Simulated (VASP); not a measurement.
# Ag on the Al site in AlNi3

Aim: the formation energy and local structure of Ag on the Al site in AlNi3. The start is a computed cell from the Materials Project.

Method: PBEsol, spin-polarised from a ferromagnetic start; plane waves and PAW (Ni, Al), in the first sound run; inputs show where later runs differ, in VASP 6.6.1.

Report form: the programs' logs are mostly left out.

**1. The host crystal**

It takes space group Pm-3m (No. 221, cubic). The conventional cell has a = 3.523 Å, b = 3.523 Å, c = 3.523 Å, α = 90.00°, β = 90.00°, γ = 90.00°. Nearest to Ni lie 8 Ni at 2.49 Å and 4 Al at 2.49 Å. Nearest to Al lie 12 Ni at 2.49 Å. Farther neighbours are not listed.

As a file:

```cif
data_structure
_symmetry_space_group_name_H-M 'Pm-3m'
_symmetry_Int_Tables_number 221
_cell_length_a 3.5231
_cell_length_b 3.5231
_cell_length_c 3.5231
_cell_angle_alpha 90.000
_cell_angle_beta 90.000
_cell_angle_gamma 90.000
_cell_volume 43.73
loop_
_atom_site_label
_atom_site_type_symbol
_atom_site_symmetry_multiplicity
_atom_site_Wyckoff_symbol
_atom_site_fract_x
_atom_site_fract_y
_atom_site_fract_z
_atom_site_occupancy
Ni1 Ni 3 c 0.50000 0.50000 0.00000 1
Al1 Al 1 a 0.00000 0.00000 0.00000 1
```

**2. Relaxing the host crystal**

First cell and atoms are relaxed at a raised cutoff, so that later runs start from this functional's own cell.

Contents of INCAR:

```
SYSTEM = AlNi3
PREC = Accurate
ENCUT = 360
EDIFF = 1E-06
NELM = 120
ISMEAR = 1
SIGMA = 0.15
LREAL = .FALSE.
ALGO = Normal
GGA = PS
NBANDS = 26
ISPIN = 2
MAGMOM = 1 1 1 0
LASPH = .TRUE.
LMAXMIX = 4
LORBIT = 11
LWAVE = .FALSE.
LCHARG = .FALSE.
KPAR = 4
IBRION = 2
NSW = 40
ISIF = 3
EDIFFG = -0.02
POTIM = 0.4
```

Contents of POSCAR:

```
AlNi3
1.0
    3.5230547267      0.0000000000      0.0000000000
    0.0000000000      3.5230547267      0.0000000000
    0.0000000000      0.0000000000      3.5230547267
Ni Al
3 1
Direct
    0.5000000000      0.5000000000      0.0000000000
    0.5000000000      0.0000000000      0.5000000000
    0.0000000000      0.5000000000      0.5000000000
    0.0000000000      0.0000000000      0.0000000000
```

Contents of KPOINTS:

```
Automatic mesh
0
Gamma
7 7 7
0 0 0
```

Potentials, in the order of the species: Ni and Al (PBE family, release 64).

Launch:

```bash
mpirun -np 4 vasp_std
```

Elapsed: 13 s, on 4 MPI ranks of AMD EPYC 7R43, shared host; peak memory 0.48 GiB.

The magnetic state follows from one typed start and may not be the lowest. The k-mesh is coarse for a metal. The PAW data sets were made with PBE, which is usual practice but a small mismatch for other functionals. The run keeps the 48 symmetry operations of its start, so it cannot find a distortion of lower symmetry.

Step by step:

| step | energy less that of the first step (eV) | largest force (eV/Å) | pressure (GPa) | volume (Å³) |
| --- | --- | --- | --- | --- |
| 1 | 0.0000 | 0.0000 | -0.82 | 43.73 |
| 2 | -0.0008 | 0.0000 | 0.24 | 43.44 |

| conventional cell, symmetrised | before | after | change |
| --- | --- | --- | --- |
| a (Å) | 3.523 | 3.515 | -0.2 % |
| b (Å) | 3.523 | 3.515 | -0.2 % |
| c (Å) | 3.523 | 3.515 | -0.2 % |
| volume (Å³/atom) | 10.93 | 10.86 | -0.6 % |

The relaxed structure:

```xyz
4
Lattice="3.5154 0.0000 0.0000 0.0000 3.5154 0.0000 0.0000 0.0000 3.5154" Properties=species:S:1:pos:R:3 pbc="T T T"
Ni    1.7577    1.7577    0.0000
Ni    1.7577    0.0000    1.7577
Ni    0.0000    1.7577    1.7577
Al    0.0000    0.0000    0.0000
```

Numbers from this step:

* electronic cycles: 20
* electrons: 33
* free energy (TOTEN): -24.30 eV
* energy at zero smearing: -24.31 eV
* Fermi energy: 9.858 eV
* moment of the cell, from the last line of the log: 0.7499 μB
* labelled metallic, from the levels on this mesh: yes

Spin moment in the PAW sphere by atom:

| atom | spin moment in the PAW sphere (μB) |
| --- | --- |
| Ni1 | 0.263 |
| Ni2 | 0.263 |
| Ni3 | 0.263 |
| Al4 | -0.007 |

The run ended after 2 ionic steps, 0.001 eV below its first step, once forces and stress met EDIFFG = -0.02.

**3. The supercell without the defect**

System of this step: AlNi3. Symmetry: Pm-3m, No. 221, cubic system. Conventional cell: a = 3.515 Å, b = 3.515 Å, c = 3.515 Å, α = 90.00°, β = 90.00°, γ = 90.00°. Ni has 4 Al at 2.49 Å and 8 Ni at 2.49 Å nearest. Al has 12 Ni at 2.49 Å nearest. Farther neighbours are not listed.

The same cell, mesh and cutoff without the defect give the energy to subtract and, in a gapped host, the band edges to count from, so that most errors cancel.

Contents of INCAR:

```
SYSTEM = AlNi3
PREC = Normal
ENCUT = 300
EDIFF = 1E-05
NELM = 120
ISMEAR = 1
SIGMA = 0.2
LREAL = Auto
ALGO = Fast
GGA = PS
NBANDS = 156
ISPIN = 2
MAGMOM = 1 1 1 1 1 1 1 1 1 1 1 1 1 1 1 1 1 1 1 1 1 1 1 1 0 0 0 0 0 0 0 0
LASPH = .TRUE.
LMAXMIX = 4
LORBIT = 11
LWAVE = .FALSE.
LCHARG = .FALSE.
KPAR = 4
```

Contents of POSCAR:

```
AlNi3
1.0
    7.0308630520      0.0000000000      0.0000000000
    0.0000000000      7.0308630520      0.0000000000
    0.0000000000      0.0000000000      7.0308630520
Ni Al
24 8
Direct
    0.2500000000      0.2500000000      0.0000000000
    0.2500000000      0.2500000000      0.5000000000
    0.2500000000      0.7500000000      0.0000000000
    0.2500000000      0.7500000000      0.5000000000
    0.7500000000      0.2500000000      0.0000000000
    0.7500000000      0.2500000000      0.5000000000
    0.7500000000      0.7500000000      0.0000000000
    0.7500000000      0.7500000000      0.5000000000
    0.2500000000      0.0000000000      0.2500000000
    0.2500000000      0.0000000000      0.7500000000
    0.2500000000      0.5000000000      0.2500000000
    0.2500000000      0.5000000000      0.7500000000
    0.7500000000      0.0000000000      0.2500000000
    0.7500000000      0.0000000000      0.7500000000
    0.7500000000      0.5000000000      0.2500000000
    0.7500000000      0.5000000000      0.7500000000
    0.0000000000      0.2500000000      0.2500000000
    0.0000000000      0.2500000000      0.7500000000
    0.0000000000      0.7500000000      0.2500000000
    0.0000000000      0.7500000000      0.7500000000
    0.5000000000      0.2500000000      0.2500000000
    0.5000000000      0.2500000000      0.7500000000
    0.5000000000      0.7500000000      0.2500000000
    0.5000000000      0.7500000000      0.7500000000
    0.0000000000      0.0000000000      0.0000000000
    0.0000000000      0.0000000000      0.5000000000
    0.0000000000      0.5000000000      0.0000000000
    0.0000000000      0.5000000000      0.5000000000
    0.5000000000      0.0000000000      0.0000000000
    0.5000000000      0.0000000000      0.5000000000
    0.5000000000      0.5000000000      0.0000000000
    0.5000000000      0.5000000000      0.5000000000
```

Contents of KPOINTS:

```
Automatic mesh
0
Monkhorst-Pack
3 3 3
0 0 0
```

Launch:

```bash
mpirun -np 4 vasp_std
```

Run time: 55 s. Hardware: 4 MPI ranks; peak memory 0.97 GiB; 3.6 min of CPU time.

Numbers from this step:

```yaml
electronic_cycles: 17
electrons: 264
free_energy_toten: -194.5296 eV
energy_at_zero_smearing: -194.5352 eV
fermi_energy: 9.854 eV
moment_of_the_cell_from_the_last_line_of_the_log: 5.723 μB
```

Spin moment in the PAW sphere by element, in μB:

| element | atoms | mean | spread (r.m.s.) | least | largest |
| --- | --- | --- | --- | --- | --- |
| Ni | 24 | 0.252 | 0.000 | 0.252 | 0.252 |
| Al | 8 | -0.009 | 0.000 | -0.009 | -0.009 |

The atoms farthest from the mean of their element:

| atom | x, y, z (Å) | spin moment in the PAW sphere (μB) |
| --- | --- | --- |
| Ni1 | 1.76, 1.76, 0.00 | 0.252 |
| Ni2 | 1.76, 1.76, 3.52 | 0.252 |
| Ni3 | 1.76, 5.27, 0.00 | 0.252 |
| Ni4 | 1.76, 5.27, 3.52 | 0.252 |
| Ni5 | 5.27, 1.76, 0.00 | 0.252 |
| Ni6 | 5.27, 1.76, 3.52 | 0.252 |
| Ni7 | 5.27, 5.27, 0.00 | 0.252 |
| Ni8 | 5.27, 5.27, 3.52 | 0.252 |

The host is treated as a metal, as its relaxation found a gap under 0.3 eV or none, and only the neutral defect is run.

**4. Reference Ag**

This step: PBEsol; plane waves and PAW (Ag) (VASP 6.6.1).

System of this step: Ag. It takes space group Fm-3m (No. 225, cubic). Conventional cell: a = 4.090 Å, b = 4.090 Å, c = 4.090 Å, α = 90.00°, β = 90.00°, γ = 90.00°. Nearest to Ag lie 12 Ag at 2.89 Å.

The reference for Ag is its crystal, relaxed at the cutoff of the large cell.

Contents of INCAR:

```
SYSTEM = Ag
PREC = Normal
ENCUT = 300
EDIFF = 1E-05
NELM = 120
ISMEAR = 1
SIGMA = 0.1
LREAL = Auto
ALGO = Fast
GGA = PS
NBANDS = 11
LASPH = .TRUE.
LORBIT = 11
LWAVE = .FALSE.
LCHARG = .FALSE.
KPAR = 4
IBRION = 2
NSW = 25
ISIF = 3
EDIFFG = -0.02
POTIM = 0.4
```

Contents of POSCAR:

```
Ag
1.0
    0.0000000000      2.0450000000      2.0450000000
    2.0450000000      0.0000000000      2.0450000000
    2.0450000000      2.0450000000      0.0000000000
Ag
1
Direct
    0.0000000000      0.0000000000      0.0000000000
```

Contents of KPOINTS:

```
Automatic mesh
0
Gamma
11 11 11
0 0 0
```

Potentials, in the order of the species: Ag (PBE family, release 64).

Launch:

```bash
mpirun -np 4 vasp_std
```

The job ended after 5.2 s (4 MPI ranks; peak memory 0.28 GiB; 18 s of CPU time).

This run has no spin polarisation. Its electron count is odd, so without a moment it is a metal by construction.

The steps of the relaxation:

| step | energy less that of the first step (eV) | largest force (eV/Å) | pressure (GPa) | volume (Å³) |
| --- | --- | --- | --- | --- |
| 1 | 0.0000 | 0.0000 | -3.50 | 17.10 |
| 2 | -0.0065 | 0.0000 | 0.71 | 16.37 |
| 3 | -0.0070 | 0.0000 | 0.21 | 16.49 |
| 4 | -0.0070 | 0.0000 | 0.06 | 16.52 |

| conventional cell, symmetrised | before | after | change |
| --- | --- | --- | --- |
| a (Å) | 4.090 | 4.043 | -1.1 % |
| b (Å) | 4.090 | 4.043 | -1.1 % |
| c (Å) | 4.090 | 4.043 | -1.1 % |
| volume (Å³/atom) | 17.10 | 16.52 | -3.4 % |

Final coordinates:

```xyz
1
Lattice="0.0000 2.0216 2.0216 2.0216 0.0000 2.0216 2.0216 2.0216 0.0000" Properties=species:S:1:pos:R:3 pbc="T T T"
Ag    0.0000    0.0000    0.0000
```

Numbers from this step:

```
electronic cycles   : 25
electrons           : 11
free energy (TOTEN) : -3.324 eV
Fermi energy        : 8.864 eV
```

The run ended after 4 ionic steps, 0.007 eV below its first step, once forces and stress met EDIFFG = -0.02.

Energy at zero smearing: -3.32410 eV.

**5. Reference Al**

This step: PBEsol; plane waves and PAW (Al) (VASP 6.6.1).

System of this step: Al. The structure is cubic, space group Fm-3m (No. 225). The conventional cell has a = 4.050 Å, b = 4.050 Å, c = 4.050 Å, α = 90.00°, β = 90.00°, γ = 90.00°. Nearest to Al lie 12 Al at 2.86 Å.

The reference for Al is its crystal, relaxed at the cutoff of the large cell.

Changes to INCAR since step 4:

```diff
@@ -1,2 +1,2 @@
-SYSTEM = Ag
+SYSTEM = Al
 PREC = Normal
@@ -10,4 +10,3 @@
 GGA = PS
-NBANDS = 11
-LASPH = .TRUE.
+NBANDS = 7
 LORBIT = 11
@@ -16,2 +15,3 @@
 KPAR = 4
+LASPH = .TRUE.
 IBRION = 2
```

Contents of POSCAR:

```
Al
1.0
    0.0000000000      2.0250000000      2.0250000000
    2.0250000000      0.0000000000      2.0250000000
    2.0250000000      2.0250000000      0.0000000000
Al
1
Direct
    0.0000000000      0.0000000000      0.0000000000
```

KPOINTS is that of step 4.

PAW data sets: Al (PBE family, release 64).

Launch:

```bash
mpirun -np 4 vasp_std
```

The job ended after 1.8 s (4 MPI ranks; peak memory 0.26 GiB).

Step by step:

| step | energy less that of the first step (eV) | largest force (eV/Å) | pressure (GPa) | volume (Å³) |
| --- | --- | --- | --- | --- |
| 1 | 0.0000 | 0.0000 | -2.23 | 16.61 |
| 2 | -0.0031 | 0.0000 | 0.07 | 16.17 |

| conventional cell, symmetrised | before | after | change |
| --- | --- | --- | --- |
| a (Å) | 4.050 | 4.014 | -0.9 % |
| b (Å) | 4.050 | 4.014 | -0.9 % |
| c (Å) | 4.050 | 4.014 | -0.9 % |
| volume (Å³/atom) | 16.61 | 16.17 | -2.7 % |

Final coordinates:

```xyz
1
Lattice="0.0000 2.0069 2.0069 2.0069 0.0000 2.0069 2.0069 2.0069 0.0000" Properties=species:S:1:pos:R:3 pbc="T T T"
Al    0.0000    0.0000    0.0000
```

This step gave:

| Quantity | Value |
| --- | --- |
| electronic cycles | 13 |
| electrons | 3 |
| free energy (TOTEN) | -4.097 eV |
| energy at zero smearing | -4.096 eV |
| Fermi energy | 8.173 eV |

The run ended after 2 ionic steps, 0.003 eV below its first step, once forces and stress met EDIFFG = -0.02.

Energy at zero smearing: -4.09621 eV.

**6. Reference Ni**

This step: PBEsol, spin-polarised from a ferromagnetic start (one magnetic atom a cell); plane waves and PAW (Ni) (VASP 6.6.1).

System of this step: Ni. The structure is cubic, space group Fm-3m (No. 225). Conventional cell: a = 3.520 Å, b = 3.520 Å, c = 3.520 Å, α = 90.00°, β = 90.00°, γ = 90.00°. Ni has 12 Ni at 2.49 Å nearest.

Ni is not exchanged here; its energy serves the host's formation enthalpy.

Changes to INCAR since step 5:

```diff
@@ -1,2 +1,2 @@
-SYSTEM = Al
+SYSTEM = Ni
 PREC = Normal
@@ -10,3 +10,7 @@
 GGA = PS
-NBANDS = 7
+NBANDS = 12
+ISPIN = 2
+MAGMOM = 0.7
+LASPH = .TRUE.
+LMAXMIX = 4
 LORBIT = 11
@@ -15,3 +19,2 @@
 KPAR = 4
-LASPH = .TRUE.
 IBRION = 2
```

Contents of POSCAR:

```
Ni
1.0
    0.0000000000      1.7600000000      1.7600000000
    1.7600000000      0.0000000000      1.7600000000
    1.7600000000      1.7600000000      0.0000000000
Ni
1
Direct
    0.0000000000      0.0000000000      0.0000000000
```

Contents of KPOINTS:

```
Automatic mesh
0
Gamma
13 13 13
0 0 0
```

The projector-augmented-wave data sets are Ni (PBE family, release 64).

Launch:

```bash
mpirun -np 4 vasp_std
```

Wall time 12 s (4 MPI ranks); peak memory 0.34 GiB; 42 s of CPU time.

The cell holds one magnetic atom, so no antiferromagnetic order fits into it.

Relaxation path:

| step | energy less that of the first step (eV) | largest force (eV/Å) | pressure (GPa) | volume (Å³) |
| --- | --- | --- | --- | --- |
| 1 | 0.0000 | 0.0000 | -10.60 | 10.90 |
| 2 | -0.0094 | 0.0000 | 7.97 | 10.02 |
| 3 | -0.0183 | 0.0000 | -0.21 | 10.37 |

| conventional cell, symmetrised | before | after | change |
| --- | --- | --- | --- |
| a (Å) | 3.520 | 3.462 | -1.6 % |
| b (Å) | 3.520 | 3.462 | -1.6 % |
| c (Å) | 3.520 | 3.462 | -1.6 % |
| volume (Å³/atom) | 10.90 | 10.37 | -4.9 % |

Final coordinates:

```xyz
1
Lattice="0.0000 1.7310 1.7310 1.7310 0.0000 1.7310 1.7310 1.7310 0.0000" Properties=species:S:1:pos:R:3 pbc="T T T"
Ni    0.0000    0.0000    0.0000
```

Numbers from this step:

| Item | Value |
| --- | --- |
| electronic cycles | 27 |
| electrons | 10 |
| free energy (TOTEN) | -6.150 eV |
| Fermi energy | 9.898 eV |
| moment of the cell, from the last line of the log | 0.6241 μB |

Spin moment in the PAW sphere by atom:

| atom | spin moment in the PAW sphere (μB) |
| --- | --- |
| Ni1 | 0.630 |

The run ended after 3 ionic steps, 0.018 eV below its first step, once forces and stress met EDIFFG = -0.02.

Energy at zero smearing: -6.14965 eV.

(Part 1 of 2 ends here.)

[Lines on the potential files, build, host, timing and source positions are cut from VASP's logs without a mark.]

[Logs are printed without paths, hosts, clocks, repeated set-up lines and the standing remarks that a program may print on its own settings, such as how far it seeks lower states.]

[Hosts, paths, dates, database ids (printed as entryN), source tags and the programs' standing remarks are cut or masked in the printed files.]

[In band tables of VASP the shares of atoms and orbitals are scaled to a sum of 1 inside the atoms' spheres.]

[Runs that stopped without an error message from VASP are left out.]
